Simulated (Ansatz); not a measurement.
# CsPbCl3 (Pm-3m): from the cell to its phonons, part 2 of 3

Wanted: phonon frequencies of CsPbCl3 (Pm-3m) and what follows from them.

Ansatz 0.2.0; DFT PBEsol, scalar-relativistic, plane waves, PAW; PAW set soft_1.

So far. Step 3 (Relaxing to small forces for the phonons, k-mesh 6×6×6): The forces vanish by symmetry and the pressure is 0.001 GPa, within the tolerances set. The cell now holds 35.48 Å³/atom. The relaxed cell has a = 5.619 Å (conventional setting).

## Step 4: A first phonon run

The phonons are first tried on the mesh that the gap suggested.

input.yaml reads:

```yaml
crystal:
  lattice:
    - [5.6186639858, 0.0, 0.0]
    - [0.0, 5.6186639858, 0.0]
    - [0.0, 0.0, 5.6186639858]
  atoms:
    - { symbol: Cs, position: [0.0, 0.0, 0.0] }
    - { symbol: Pb, position: [0.5, 0.5, 0.5] }
    - { symbol: Cl, position: [0.5, 0.5, 0.0] }
    - { symbol: Cl, position: [0.0, 0.5, 0.5] }
    - { symbol: Cl, position: [0.5, 0.0, 0.5] }
kpoints:
  mp_grid: { grid: [6, 6, 6] }
hamiltonian:
  xc: pbesol
  pseudopotentials: { kind: paw, azcp: { folder: soft_1 }, xc_functional: pbe }
scf:
  occupations: { method: fixed }
output:
  eigenvalues: true
phonons:
  method: dfpt
  dielectric: true
  rigid_motions: translations
  raman: true
```

Command:

```
ansatz run input.yaml --threads 4 --pin off --max-ram 10240MiB --backend cpu --events-out ev --progress --plain --runs-dir out
```

Numbers of over 12 decimals in the logs are rounded to 6 here.

What it wrote:

```text
[...]
Crystal: 5 atoms, lattice volume = 177.378 Å³
Basis set: ecut = 420 eV, 3431 PW (Γ), exchange–correlation on 80×80×80 points (8 copies of the dense FFT grid, shifted against one another)
Bands: 27, of which v1, the nominal top of the filled ones, is band 22 counted from 1 (21 counted from 0)
Symmetry: 48 space group operations
k-points: 80 of 216 (irreducible under 2 space group operations, time reversal used)
[...]
optical modes at Γ + LO–TO along q̂ = [0.0000, 0.0000, 1.0000]:
      ω (cm⁻¹)  modes    IR ((D/Å)²/amu)  static Raman (Å⁴/amu)  depolarisation
[...]
51.04      2             0.6664                 0.0000               —
         54.89      1             0.0534                 0.0000               —
        135.63      2            22.1430                 0.0000               —
        231.59      1            12.1130                 0.0000               —
[key lines of the parts left out:]
SCF converged after 9 iterations
Free energy (F): -20532.980386 eV
Fermi energy:    3.940282 eV
```

It took 5.2 min on 4 threads of Arm Neoverse V1, shared host; peak memory 2.1 GiB; 20 min of CPU time.

Numbers from this step:

* sum-rule residual before enforcement: 1.37e-4 eV/Å²
* miss of the charge sum rule: 9.39e-5 e
* estimated error of the dielectric tensor: 0.03697
* estimated error of the Born charges: 0.1398 e
* point group: m-3m
* highest optical mode at the zone centre (no LO-TO term): 135.6 cm⁻¹
* lowest optical zone-centre mode: -22 cm⁻¹
* mean high-frequency dielectric constant: 4.042
* largest Born charge (third of the trace): 3.950 e
* top of the zone-centre spectrum with the field: 231.6 cm⁻¹

The highest optical mode at Γ without the field comes at 135.6 cm⁻¹, but the log warns of the mesh: “the force constants stand on the 6×6×6 k-mesh, whose period is 11.29 times the interband length at k = (-0.5000, -0.5000, -0.5000), direct gap 1.843 eV, under 14: take them and everything formed from them as unconverged”.

## Step 5: Tight relaxation, k-mesh 8×8×8

The k mesh is raised to 8×8×8 since a zone-centre run on the first mesh warned that it was too coarse for the force constants, and the cell is relaxed again on it.

input.yaml, the sections that differ from step 4:

```yaml
kpoints:
  mp_grid: { grid: [8, 8, 8] }
output:
  forces: true
  stress: true
  eigenvalues: true
relax:
  adjacent_minimum: "off"
  f_tol: 0.001
  max_steps: 60
  cell: { stress_tol: 0.01 }
# crystal, hamiltonian, scf: as in step 4
# phonons: removed
```

What it wrote:

```text
[...]
Crystal: 5 atoms, lattice volume = 177.378 Å³
Basis set: ecut = 420 eV, 3431 PW (Γ), exchange–correlation on 80×80×80 points (8 copies of the dense FFT grid, shifted against one another)
Bands: 27, of which v1, the nominal top of the filled ones, is band 22 counted from 1 (21 counted from 0)
Symmetry: 48 space group operations
[...]
k-points: 35 of 512
[...]
--- Relaxed structure (1 steps of the walk, 1 accepted, 1 SCFs on fresh bases) ---
[...]
cell:  # Å, volume = 177.3778 Å³
    - [5.6186639858, 0.0, 0.0]
    - [0.0, 5.6186639858, 0.0]
    - [0.0, 0.0, 5.6186639858]
  atoms:
    - { symbol: Cs, position: [0.0, 0.0, 0.0] }
    - { symbol: Pb, position: [0.5, 0.5, 0.5] }
    - { symbol: Cl, position: [0.5, 0.5, 0.0] }
    - { symbol: Cl, position: [0.0, 0.5, 0.5] }
    - { symbol: Cl, position: [0.5, 0.0, 0.5] }
[key lines of the parts left out:]
SCF converged after 6 iterations
Free energy (F): -20532.982114 eV
Fermi energy:    3.940032 eV
P = ⅓ Tr σ = -0.0086 GPa (-0.086 kbar)
```

The job ended after 7.1 s (4 threads; peak memory 0.56 GiB).

Little changed from the start: no atom moved by 0.005 Å and no cell edge by 0.1 %.

Numbers from this step:

| Property | Result |
| --- | --- |
| pressure | -0.008648 GPa |
| gap on the k-mesh | 1.844 eV |
| direct gap on mesh | 1.844 eV |

The forces vanish by symmetry and the pressure is -0.009 GPa, within the tolerances set. The cell now holds 35.48 Å³/atom.

## Step 6: Linear response at the zone centre

The zone centre comes first: it holds the modes that light can see, as far as symmetry allows. The response to a homogeneous field gives the Born charges and the dielectric tensor, and its change with displacement the Raman tensors.

input.yaml, as its differences from that of step 5:

```diff
@@ -19,9 +19,7 @@
 output:
-  forces: true
-  stress: true
   eigenvalues: true
-relax:
-  adjacent_minimum: "off"
-  f_tol: 0.001
-  max_steps: 60
-  cell: { stress_tol: 0.01 }
+phonons:
+  method: dfpt
+  dielectric: true
+  rigid_motions: translations
+  raman: true
```

What it wrote:

```text
[...]
Crystal: 5 atoms, lattice volume = 177.378 Å³
Basis set: ecut = 420 eV, 3431 PW (Γ), exchange–correlation on 80×80×80 points (8 copies of the dense FFT grid, shifted against one another)
Bands: 27, of which v1, the nominal top of the filled ones, is band 22 counted from 1 (21 counted from 0)
Symmetry: 48 space group operations
k-points: 170 of 512 (irreducible under 2 space group operations, time reversal used)
[...]
SCF iter   1: F=—  HF=-20534.057172 eV  |F-HF|=—  |Δ(HF+E_count)|=         —  Δρ=2.39e-2  dr2=2.20e0  ethr=3.10e-3  ⟨swp⟩=5.0  Hψ=19351  notcnv=0  defer=293
[...]
SCF iter   9: F=-20532.982114 eV  HF=-20532.982114 eV  |F-HF|=2.00e-10  |Δ(HF+E_count)|=   2.31e-9  Δρ=2.32e-7  dr2=9.88e-11  ethr=1.00e-12  ⟨swp⟩=15.3  Hψ=39956  notcnv=0
SCF 1 converged in 9 iterations: F = -20532.982114 eV  dr2 = 9.88e-11
[...]
Bands: 23, of which v1, the nominal top of the filled ones, is band 22 counted from 1 (21 counted from 0)
k-points: 35
[...]
Eigensolver: Dense (35 Hₖ)
SCF iter   1: F=—  HF=-20532.970151 eV  |F-HF|=—  |Δ(HF+E_count)|=         —  Δρ=8.10e-5  dr2=2.19e-6  ethr=1.00e-1
[...]
SCF iter   5: F=-20532.970154 eV  HF=-20532.970154 eV  |F-HF|=3.64e-11  |Δ(HF+E_count)|=   1.08e-9  Δρ=8.10e-8  dr2=2.97e-11  ethr=1.72e-12
SCF 1 converged in 5 iterations: F = -20532.970154 eV  dr2 = 2.97e-11
[...]
SCF converged after 9 iterations
Free energy (F): -20532.982114 eV
[...]
Internal energy: -20532.982114 eV  (E = F + TS)
E sigma→0 (E₀):  -20532.982114 eV
Fermi energy:    3.940026 eV
[...]
--- Band table (eV; the first three rows and the last of 170) ---
  k-point 0: bands = [... 18 lower, 1.3639, 1.4693, 1.4693, 1.4693, 7.1920, 8.2004, 8.2004, 9.0862, ... 1 higher]
  k-point 1: bands = [... 18 lower, 1.3491, 1.4532, 1.4532, 1.4672, 7.3422, 8.3044, 8.3127, 9.1335, ... 1 higher]
  k-point 2: bands = [... 18 lower, 1.3131, 1.4144, 1.4144, 1.5540, 7.6987, 8.5055, 8.6085, 8.7305, ... 1 higher]
  k-point 169: bands = [... 18 lower, 1.7941, 1.7941, 1.7941, 3.9400, 5.7837, 5.7837, 5.7837, 8.9584, ... 1 higher]
[...]
ASR residual: 1.853e-4 → 0.000e0 eV/Å²; symmetrization residual: 3.215e-5 eV/Å²
  ASR residual per site (eV/Å²): 6.91e-5 7.26e-5 1.85e-4 1.85e-4 1.85e-4
[...]
ε∞ (high-frequency dielectric tensor):
        4.042241    -0.000000    -0.000000
       -0.000000     4.042241     0.000000
       -0.000000     0.000000     4.042241
[...]
Born effective charges Z* (e; rows j = field, columns β = displacement):
    site 0:
         1.32234    0.00000    0.00000
        -0.00000    1.32234   -0.00000
        -0.00000    0.00000    1.32234
    site 1:
         3.95032   -0.00000    0.00000
        -0.00000    3.95032   -0.00000
        -0.00000    0.00000    3.95032
    site 2:
        -0.72399   -0.00000    0.00000
         0.00000   -0.72399    0.00000
         0.00000    0.00000   -3.82468
    site 3:
        -3.82468    0.00000    0.00000
         0.00000   -0.72399   -0.00000
        -0.00000    0.00000   -0.72399
    site 4:
        -0.72399   -0.00000   -0.00000
        -0.00000   -3.82468   -0.00000
         0.00000    0.00000   -0.72399
  Z* charge neutrality: 8.066e-4 e pre-enforcement
[...]
optical modes at Γ without the LO–TO term, one row a degenerate level:
      ω (cm⁻¹)  modes    IR ((D/Å)²/amu)  static Raman (Å⁴/amu)  depolarisation
        -21.58      3             2.4855                 0.0000               —
         20.40      3             0.0000                 0.0000               —
         51.83      3             1.0642                 0.0000               —
        136.03      3            33.1801                 0.0000               —
  optical modes at Γ + LO–TO along q̂ = [1.0000, 0.0000, 0.0000]:
      ω (cm⁻¹)  modes    IR ((D/Å)²/amu)  static Raman (Å⁴/amu)  depolarisation
        -21.58      2             1.6570                 0.0000               —
         17.12      1             0.0737                 0.0000               —
         20.40      3             0.0000                 0.0000               —
         51.83      2             0.7095                 0.0000               —
         55.83      1             0.0558                 0.0000               —
        136.03      2            22.1201                 0.0000               —
        231.81      1            12.1138                 0.0000               —
  optical modes at Γ + LO–TO along q̂ = [0.0000, 1.0000, 0.0000]:
      ω (cm⁻¹)  modes    IR ((D/Å)²/amu)  static Raman (Å⁴/amu)  depolarisation
        -21.58      2             1.6570                 0.0000               —
         17.12      1             0.0737                 0.0000               —
         20.40      3             0.0000                 0.0000               —
         51.83      2             0.7095                 0.0000               —
         55.83      1             0.0558                 0.0000               —
        136.03      2            22.1201                 0.0000               —
        231.81      1            12.1138                 0.0000               —
  optical modes at Γ + LO–TO along q̂ = [0.0000, 0.0000, 1.0000]:
      ω (cm⁻¹)  modes    IR ((D/Å)²/amu)  static Raman (Å⁴/amu)  depolarisation
        -21.58      2             1.6570                 0.0000               —
         17.12      1             0.0737                 0.0000               —
         20.40      3             0.0000                 0.0000               —
         51.83      2             0.7095                 0.0000               —
         55.83      1             0.0558                 0.0000               —
        136.03      2            22.1201                 0.0000               —
        231.81      1            12.1138                 0.0000               —
```

Run time: 6.5 min. Hardware: 4 threads; peak memory 3.4 GiB.

Numbers from this step:

* sum-rule residual before enforcement: 1.85e-4 eV/Å²
* miss of the charge sum rule: 8.07e-4 e
* estimated error of the dielectric tensor: 0.01414
* estimated error of the Born charges: 0.03451 e
* highest optical mode at the zone centre (no LO-TO term): 136.0 cm⁻¹
* lowest optical zone-centre mode: -21.58 cm⁻¹
* top of the zone-centre spectrum with the field: 231.8 cm⁻¹

Without the LO-TO term. Patterns of degenerate modes are one choice out of their space. Modes at Γ, with each element's share of the kinetic energy (negative means imaginary):

| mode | frequency (cm⁻¹) | symmetry | Cs % | Pb % | Cl % |
| --- | --- | --- | --- | --- | --- |
| 1 | -21.6 | T1u | 59 | 5 | 36 |
| 2 | -21.6 | T1u | 59 | 5 | 36 |
| 3 | -21.6 | T1u | 59 | 5 | 36 |
| 4 | 0.0 | acoustic | 30 | 46 | 24 |
| 5 | 0.0 | acoustic | 30 | 46 | 24 |
| 6 | 0.0 | acoustic | 30 | 46 | 24 |
| 7 | 20.4 | T2u | 0 | 0 | 100 |
| 8 | 20.4 | T2u | 0 | 0 | 100 |
| 9 | 20.4 | T2u | 0 | 0 | 100 |
| 10 | 51.8 | T1u | 12 | 36 | 52 |
| 11 | 51.8 | T1u | 12 | 36 | 52 |
| 12 | 51.8 | T1u | 12 | 36 | 52 |
| 13 | 136.0 | T1u | 0 | 12 | 88 |
| 14 | 136.0 | T1u | 0 | 12 | 88 |
| 15 | 136.0 | T1u | 0 | 12 | 88 |

Displacements in mode 3 (-21.6 cm⁻¹), the largest set to 1:
```
Cs1  0.00 -0.81  0.94
Pb2  0.00  0.19 -0.22
Cl3  0.00  0.85 -0.23
Cl4  0.00  0.85 -1.00
Cl5  0.00  0.20 -1.00
```

Displacements in mode 13 (136.0 cm⁻¹), the largest set to 1:
```
Cs1  0.00  0.00 -0.01
Pb2  0.00  0.04 -0.16
Cl3  0.00  0.01  1.00
Cl4  0.00  0.01 -0.03
Cl5  0.00 -0.27 -0.03
```

Optical modes at the zone centre, without and with the macroscopic field of the longitudinal modes; each column is sorted by frequency, so a row need not hold one and the same mode. Modes with and without the field, by row:

| rank among optical modes | no field (cm⁻¹) | q along (1, 0, 0) (cm⁻¹) |
| --- | --- | --- |
| 1 | -21.6 | -21.6 |
| 2 | -21.6 | -21.6 |
| 3 | -21.6 | 17.1 |
| 4 | 20.4 | 20.4 |
| 5 | 20.4 | 20.4 |
| 6 | 20.4 | 20.4 |
| 7 | 51.8 | 51.8 |
| 8 | 51.8 | 51.8 |
| 9 | 51.8 | 55.8 |
| 10 | 136 | 136 |
| 11 | 136 | 136 |
| 12 | 136 | 231.8 |

Born charge (rows field, columns displacement) (e), principal values of the symmetric part by kind of site:

| atom | atoms with these values | low | middle | high | mean |
| --- | --- | --- | --- | --- | --- |
| Cs1 | 1 | 1.32 | 1.32 | 1.32 | 1.32 |
| Pb2 | 1 | 3.95 | 3.95 | 3.95 | 3.95 |
| Cl3 | 3 | -3.82 | -0.72 | -0.72 | -1.76 |

In full for Pb2:

```
3.95 0.00 0.00
0.00 3.95 0.00
0.00 0.00 3.95
```

High-frequency dielectric tensor:

```
4.04 0.00 0.00
0.00 4.04 0.00
0.00 0.00 4.04
```

Transverse modes; imaginary modes are left out. Infrared lines, with heights relative to the strongest:

| position (cm⁻¹) | label | relative intensity |
| --- | --- | --- |
| 20 | T2u | 0.0 |
| 52 | T1u | 3.2 |
| 136 | T1u | 100 |

Before it was imposed, the acoustic sum rule was missed by 1.9e-4 eV/Å² and the charge sum rule by 8.1e-4 e. Small misses are needed for a sound result but don't prove that mesh and cutoff are converged. Against the first mesh the highest mode moved by +0.4 cm⁻¹. The lowest optical mode is imaginary, 21.6i cm⁻¹, so the energy falls along it.

The log warns of the k mesh: “the force constants stand on the 8×8×8 k-mesh, whose period is 13.43 times the interband length at k = (-0.5000, -0.5000, -0.5000), direct gap 1.844 eV, under 14: take them and everything formed from them as unconverged”.

(Part 2 of 3 ends here.)

[Logs are printed without paths, hosts, clocks, repeated set-up lines and the standing remarks that a program may print on its own settings, such as how far it seeks lower states.]

[Hosts, paths, dates, database ids (printed as entryN), source tags and the programs' standing remarks are cut or masked in the printed files.]
